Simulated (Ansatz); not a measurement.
## TaN — Ta-181 nuclear quadrupole resonance

Cell: an entry of the Crystallography Open Database (COD), taken as it stands.

Space group P6/mmm (No. 191); a = 5.1850, c = 2.9080 Å, γ = 120.00°.

```csv
site,Wyckoff,site symmetry,x,y,z
Ta1,1a,6/mmm,0.0000,0.0000,0.0000
Ta2,2d,-6m2,0.3333,0.6667,0.5000
N,3f,mmm,0.5000,0.0000,0.0000
```

One atom of each set is listed.

All values are calculated (Ansatz; DFT, PBE, plane waves and PAW, scalar-relativistic, collinear spin, 420 eV cutoff, Γ-centred 10×10×16 k-points, Fermi–Dirac smearing 0.05 eV), not measured. Start moments as typed (μB): 2 on each Ta, none on the rest.

Ta-181: I = 7/2, Q = 3170 mb (year-2017 value). Static lattice, zero field.

(1) At which frequencies do the Ta-181 NQR lines lie?

Answers

(1) For I = 7/2 and η = 0 the lines are |C_Q|/14 times 1, 2 and 3; η shifts the lowest up most.

```json
{"site": "Ta1", "atoms": "1", "V_zz (10²¹ V/m²)": "-46.4", "C_Q (MHz)": "-3559", "η": "0.00", "line frequencies (MHz)": "254.2, 508.4, 762.7"}
{"site": "Ta2", "atoms": "2", "V_zz (10²¹ V/m²)": "-38.2", "C_Q (MHz)": "-2926", "η": "0.00", "line frequencies (MHz)": "209.0, 418.0, 627.0"}
```

An axis of threefold or higher order runs through Ta1 and Ta2, so V_zz lies along it and η is zero.

At this cell the PBE pressure is 10 GPa, so with PBE the cell would grow if it were relaxed. The entry's cell may itself be off. With no gap above 0.1 eV, as in a metal, the gradients converge slowly in k; expect changes of a tenth or more on a denser mesh. Without spin–orbit coupling the gradients at and beside Ta can be off by some per cent, at some sites by more. With these PAW files V_zz is typically within 2 to 3 % of all-electron values, but misses above 10 % occur on Ta. The start moments die out, and the run ends without spin.
